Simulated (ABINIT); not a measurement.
# Ir (P6_3/mmc) in ABINIT: a series of runs

Aim: see how the results for Ir move with the level of theory and the settings. Levels: LDA, PBEsol, BLYP, AM05, r2SCAN, SCAN. Tasks: band structure.

All numbers are computed with ABINIT 10.8.3 (patched build); they aren't measurements. Logs are shortened: lines on timing, memory, paths and dates and some standing lists are left out, and cuts for length are marked. The log counts tension as positive stress, the text compression.

## (1) The crystal as given

It takes space group P6_3/mmc (No. 194, hexagonal). Conventional cell: a = 2.751 Å, b = 2.751 Å, c = 4.462 Å, α = 90.00°, β = 90.00°, γ = 120.00°. Around Ir (site symmetry -6m2) lie 12 Ir at 2.74 to 2.75 Å.

This isn't the form of Ir at room conditions, which is fcc.

## (2) Band structure, LDA

The input, run.abi:

```
# Datasets: ground state, then fixed potential
ndtset 2

# Pseudopotentials
pp_dirpath "./"
pseudos "Ir.GGA_PBE-JTH.xml"

# Structure
acell 3*1.0 Angstrom
rprim
     2.7513778946     0.0000000000     0.0000000000
    -1.3756889473     2.3827631521     0.0000000000
     0.0000000000     0.0000000000     4.4622900000
ntypat 1
znucl 77
natom 2
typat 1 1
xred
     0.3333333333     0.6666666667     0.2500000000
     0.6666666667     0.3333333333     0.7500000000

# Plane-wave basis
ecut 19.0
pawecutdg 38.0

# Exchange and correlation
ixc 7

# Bands and occupations
occopt 3
tsmear 0.05 eV

# SCF cycle
nstep 100

# Output
iomode 3
prtwf 0
prteig 0
prtebands 0
prtden1 1

# Dataset 1
kptopt1 1
ngkpt1 11 11 6
nshiftk1 1
shiftk1 0.0 0.0 0.0
nband1 19
tolvrs1 1.0e-9

# Dataset 2: bands along G-M-K-G-A-L-H-A
iscf2 -2
getden2 1
nband2 25
nbdbuf2 4
tolwfr2 1.0e-11
kptopt2 -7
ndivsm2 5
prteig2 1
prtvol2 -3
kptbounds2
     0.0000000000     0.0000000000     0.0000000000
     0.5000000000     0.0000000000     0.0000000000
     0.3333333333     0.3333333333     0.0000000000
     0.0000000000     0.0000000000     0.0000000000
     0.0000000000     0.0000000000     0.5000000000
     0.5000000000     0.0000000000     0.5000000000
     0.3333333333     0.3333333333     0.5000000000
     0.0000000000     0.0000000000     0.5000000000
```

Potentials or basis: JTH PAW PBE v2.0.

Started as:

```console
$ abinit run.abi > log 2>&1
```

run.abo:

```text
.Version 10.8.3 of ABINIT
 DATASET    1 : space group P6_3/m m c (#194); Bravais hP (primitive hexag.)
================================================================================
 Values of the parameters that define the memory need for DATASET  1.
     intxc =       0    ionmov =       0      iscf =      17    lmnmax =      18
     lnmax =       6     mgfft =      36  mpssoang =       3    mqgrid =    3001
     natom =       2  nloc_mem =       2    nspden =       1   nspinor =       1
    nsppol =       1      nsym =      24    n1xccc =       1    ntypat =       1
    occopt =       3   xclevel =       1
       mpw =         793          nfft =       20736          nkpt =          64
 PAW method is used; the additional fine FFT grid is defined by:
   mgfftf=        48    nfftf =     43200
================================================================================
================================================================================

 DATASET    2 : space group P6_3/m m c (#194); Bravais hP (primitive hexag.)
================================================================================
 Values of the parameters that define the memory need for DATASET  2.
     intxc =       0    ionmov =       0      iscf =      -2    lmnmax =      18
     lnmax =       6     mgfft =      36  mpssoang =       3    mqgrid =    3001
     natom =       2  nloc_mem =       2    nspden =       1   nspinor =       1
    nsppol =       1      nsym =      24    n1xccc =       1    ntypat =       1
    occopt =       3   xclevel =       1
       mpw =         793          nfft =       20736          nkpt =          56
 PAW method is used; the additional fine FFT grid is defined by:
   mgfftf=        48    nfftf =     43200
================================================================================
================================================================================

--------------------------------------------------------------------------------
------------- Echo of variables that govern the present computation ------------
--------------------------------------------------------------------------------
 -outvars: echo values of preprocessed input variables --------
            acell      1.8897261259E+00  1.8897261259E+00  1.8897261259E+00 Bohr
              amu      1.92220000E+02
             ecut      1.90000000E+01 Hartree
           getden1          0
           getden2          1
             iscf1         17
             iscf2         -2
              ixc           7
           jdtset        1    2
[... 860 lines left out ...]
etotal    :  -1.54680552E+02
entropy   :   0.00000000E+00
fermie    :   5.25381097E-01
cartesian_stress_tensor: null
pressure_GPa: null
xred      :
- [  3.3333E-01,   6.6667E-01,   2.5000E-01, Ir]
- [  6.6667E-01,   3.3333E-01,   7.5000E-01, Ir]
cartesian_forces: null
force_length_stats: {min: null, max: null, mean: null, }
...

 Integrated electronic density in atomic spheres:
 ------------------------------------------------
 Atom  Sphere_radius  Integrated_density
    1        2.51066         13.54310384
    2        2.51066         13.54310384

================================================================================

 ----iterations are completed or convergence reached----

 Mean square residual over all n,k,spin=   50.376E-13; max=  99.362E-13
 reduced coordinates (array xred) for    2 atoms
       0.333333333333      0.666666666667      0.250000000000
       0.666666666667      0.333333333333      0.750000000000

 cartesian coordinates (angstrom) at end:
    1     -0.00000000000000     1.58850876806667     1.11557250000000
    2      1.37568894730000     0.79425438403333     3.34671750000000
 length scales=  1.889726125908  1.889726125908  1.889726125908 bohr
              =  1.000000000000  1.000000000000  1.000000000000 angstroms
 Eigenvalues (hartree) for nkpt=  56  k points:
 kpt#   1, nband= 25, wtk=  1.00000, kpt=  0.0000  0.0000  0.0000 (reduced coord)
  -1.31637   -1.29338   -1.29338   -1.29022   -1.28959   -1.28959    0.12204    0.23557
   0.38700    0.39095    0.39095    0.41399    0.41399    0.44208    0.44208    0.49839
   0.53564    0.53564    0.65956    0.66215    0.77359    1.03949    1.11300    1.15106
   1.29244
 kpt#   2, nband= 25, wtk=  1.00000, kpt=  0.0556  0.0000  0.0000 (reduced coord)
  -1.31612   -1.29396   -1.29357   -1.29033   -1.29019   -1.28968    0.12640    0.23947
   0.37893    0.39453    0.39811    0.41160    0.41735    0.43731    0.43937    0.47355
   0.53724    0.56645    0.65958    0.66226    0.77298    1.04743    1.11874    1.15811
   1.26788
 kpt#   3, nband= 25, wtk=  1.00000, kpt=  0.1111  0.0000  0.0000 (reduced coord)
  -1.31539   -1.29563   -1.29411   -1.29192   -1.29064   -1.28996    0.13911    0.25044
   0.36752    0.40284    0.40513    0.41048    0.41740    0.42724    0.43213    0.45044
   0.54127    0.61330    0.65951    0.66224    0.77101    1.06749    1.13397    1.17285
   1.22519
 kpt#   4, nband= 25, wtk=  1.00000, kpt=  0.1667  0.0000  0.0000 (reduced coord)
  -1.31422   -1.29819   -1.29492   -1.29454   -1.29118   -1.29041    0.15911    0.26571
[... 249 lines left out ...]
  -1.30384   -1.30384   -1.29297   -1.29297   -1.29200   -1.29200    0.21742    0.21742
   0.35485    0.35485    0.38691    0.38691    0.39709    0.39709    0.50718    0.50718
   0.51535    0.51535    0.66198    0.66198    1.02841    1.02841    1.10570    1.10570
   1.21038
 kpt#  55, nband= 25, wtk=  1.00000, kpt=  0.0303  0.0303  0.5000 (reduced coord)
  -1.30362   -1.30362   -1.29189   -1.29189   -1.29162   -1.29162    0.20695    0.20695
   0.36485    0.36485    0.38757    0.38757    0.38925    0.38925    0.50870    0.50870
   0.51076    0.51076    0.66192    0.66192    1.01973    1.01973    1.09856    1.09856
   1.23434
 kpt#  56, nband= 25, wtk=  1.00000, kpt=  0.0000  0.0000  0.5000 (reduced coord)
  -1.30356   -1.30356   -1.29149   -1.29149   -1.29149   -1.29149    0.20328    0.20328
   0.36968    0.36968    0.38661    0.38661    0.38661    0.38661    0.50925    0.50925
   0.50925    0.50925    0.66195    0.66195    1.01589    1.01589    1.09615    1.09615
   1.24418

== END DATASET(S) ==============================================================
================================================================================

 -outvars: echo values of variables after computation  --------
            acell      1.8897261259E+00  1.8897261259E+00  1.8897261259E+00 Bohr
           etotal1    -1.5468055191E+02
            fcart1    -2.5894052776E-29 -1.3454944507E-28 -1.5591666063E-31
                       2.5894052776E-29  1.3454944507E-28  1.5591666063E-31
            rprim      2.7513778946E+00  0.0000000000E+00  0.0000000000E+00
                      -1.3756889473E+00  2.3827631521E+00  0.0000000000E+00
                       0.0000000000E+00  0.0000000000E+00  4.4622900000E+00
           strten1     5.6296564260E-04  5.6296564418E-04  5.8752163905E-04
                       0.0000000000E+00  0.0000000000E+00  0.0000000000E+00
           xangst     -3.8721929851E-18  1.5885087681E+00  1.1155725000E+00
                       1.3756889473E+00  7.9425438403E-01  3.3467175000E+00
             xred      3.3333333333E-01  6.6666666667E-01  2.5000000000E-01
                       6.6666666667E-01  3.3333333333E-01  7.5000000000E-01
 Calculation completed.
```

It took 60 s on 1 thread of Arm Neoverse V1, shared host; peak memory 0.1 GiB.

Results:

| Quantity | Value |
| --- | --- |
| Free energy | -4209.0722 eV |
| Pressure | -16.8 GPa |
| Band gap on the k mesh | none (metal or under the smearing width) |
| Valence electrons inside the program's atomic spheres | Ir 13.54 (radii [1.3286] Å) |

Stress tensor (GPa, compression positive):
```
-16.56   0.00   0.00
  0.00 -16.56   0.00
  0.00   0.00 -17.29
```

Levels at the corners of the path, in eV from the Fermi level:
| point | band 12 | band 13 | band 14 | band 15 | band 16 | band 17 | band 18 | band 19 | band 20 | band 21 |
| --- | --- | --- | --- | --- | --- | --- | --- | --- | --- | --- |
| Γ | -3.03 | -3.03 | -2.27 | -2.27 | -0.73 | 0.28 | 0.28 | 3.65 | 3.72 | 6.75 |
| M | -3.32 | -2.85 | 0.70 | 0.95 | 1.10 | 2.84 | 3.59 | 3.70 | 4.34 | 7.97 |
| K | -4.05 | -2.30 | -0.03 | -0.03 | 0.32 | 3.48 | 3.48 | 4.49 | 4.49 | 5.92 |
| Γ | -3.03 | -3.03 | -2.27 | -2.27 | -0.73 | 0.28 | 0.28 | 3.65 | 3.72 | 6.75 |
| A | -3.78 | -3.78 | -3.78 | -0.44 | -0.44 | -0.44 | -0.44 | 3.72 | 3.72 | 13.35 |
| L | -2.03 | -0.91 | -0.91 | 0.94 | 0.94 | 1.98 | 1.98 | 3.66 | 3.66 | 7.35 |
| H | -3.97 | -2.28 | -2.28 | 0.30 | 0.30 | 3.65 | 3.65 | 6.95 | 6.95 | 7.48 |
| A | -3.78 | -3.78 | -3.78 | -0.44 | -0.44 | -0.44 | -0.44 | 3.72 | 3.72 | 13.35 |

Caveat: the PAW data sets were made with another functional, which shifts forces and pressure a little; spin-orbit coupling is left out, which moves the levels of the heavy elements.

## (3) Band structure, PBEsol

run.abi, as its differences from that of step 2:

```diff
@@ -24,5 +24,6 @@
 pawecutdg 38.0
+pawxcdev 0
 
 # Exchange and correlation
-ixc 7
+ixc -116133
```

Potentials or basis: JTH PAW PBE v2.0.

Started as:

```console
$ abinit run.abi > log 2>&1
```

run.abo:

```text
.Version 10.8.3 of ABINIT
 DATASET    1 : space group P6_3/m m c (#194); Bravais hP (primitive hexag.)
================================================================================
 Values of the parameters that define the memory need for DATASET  1.
     intxc =       0    ionmov =       0      iscf =      17    lmnmax =      18
     lnmax =       6     mgfft =      36  mpssoang =       3    mqgrid =    3001
     natom =       2  nloc_mem =       2    nspden =       1   nspinor =       1
    nsppol =       1      nsym =      24    n1xccc =       1    ntypat =       1
    occopt =       3   xclevel =       2
       mpw =         793          nfft =       20736          nkpt =          64
 PAW method is used; the additional fine FFT grid is defined by:
   mgfftf=        48    nfftf =     43200
================================================================================
================================================================================

[... 1186 lines left out ...]
 kpt#  56, nband= 25, wtk=  1.00000, kpt=  0.0000  0.0000  0.5000 (reduced coord)
  -1.29680   -1.29680   -1.28470   -1.28470   -1.28470   -1.28470    0.20965    0.20965
   0.37600    0.37600    0.39345    0.39345    0.39345    0.39345    0.51617    0.51617
   0.51617    0.51617    0.67314    0.67314    1.01728    1.01728    1.10037    1.10037
   1.24691

== END DATASET(S) ==============================================================
================================================================================

 -outvars: echo values of variables after computation  --------
            acell      1.8897261259E+00  1.8897261259E+00  1.8897261259E+00 Bohr
           etotal1    -1.5423021023E+02
            fcart1    -0.0000000000E+00 -0.0000000000E+00 -0.0000000000E+00
                      -0.0000000000E+00 -0.0000000000E+00 -0.0000000000E+00
            rprim      2.7513778946E+00  0.0000000000E+00  0.0000000000E+00
                      -1.3756889473E+00  2.3827631521E+00  0.0000000000E+00
                       0.0000000000E+00  0.0000000000E+00  4.4622900000E+00
           strten1     3.9754557388E-04  3.9754557546E-04  4.1707869392E-04
                       0.0000000000E+00  0.0000000000E+00  0.0000000000E+00
           xangst     -3.8721929851E-18  1.5885087681E+00  1.1155725000E+00
                       1.3756889473E+00  7.9425438403E-01  3.3467175000E+00
             xred      3.3333333333E-01  6.6666666667E-01  2.5000000000E-01
                       6.6666666667E-01  3.3333333333E-01  7.5000000000E-01
 Calculation completed.
```

It took 64 s on 1 thread of Arm Neoverse V1, shared host; peak memory 0.12 GiB.

What came out:

```
Free energy                                           : -4196.8178 eV
Pressure                                              : -11.9 GPa
Band gap on the k mesh                                : none (metal or under the smearing width)
Valence electrons inside the program's atomic spheres : Ir 13.53 (radii [1.3286] Å)
```

Levels at the corners of the path, in eV from the Fermi level:
```
point  band 13  band 14  band 15  band 16  band 17  band 18  band 19  band 20
    Γ    -3.03    -2.26    -2.26    -0.81     0.28     0.28     3.79     3.84
    M    -2.86     0.71     0.95     1.10     2.83     3.73     3.82     4.32
    K    -2.31    -0.03    -0.03     0.32     3.63     3.63     4.48     4.48
    Γ    -3.03    -2.26    -2.26    -0.81     0.28     0.28     3.79     3.84
    A    -3.78    -3.78    -0.44    -0.44    -0.44    -0.44     3.84     3.84
    L    -0.95    -0.95     0.94     0.94     1.95     1.95     3.79     3.79
    H    -2.29    -2.29     0.31     0.31     3.79     3.79     6.92     6.92
    A    -3.78    -3.78    -0.44    -0.44    -0.44    -0.44     3.84     3.84
```

Caveat: the PAW data sets were made with another functional, which shifts forces and pressure a little; spin-orbit coupling is left out, which moves the levels of the heavy elements.

(Continued in part 2 of 2.)
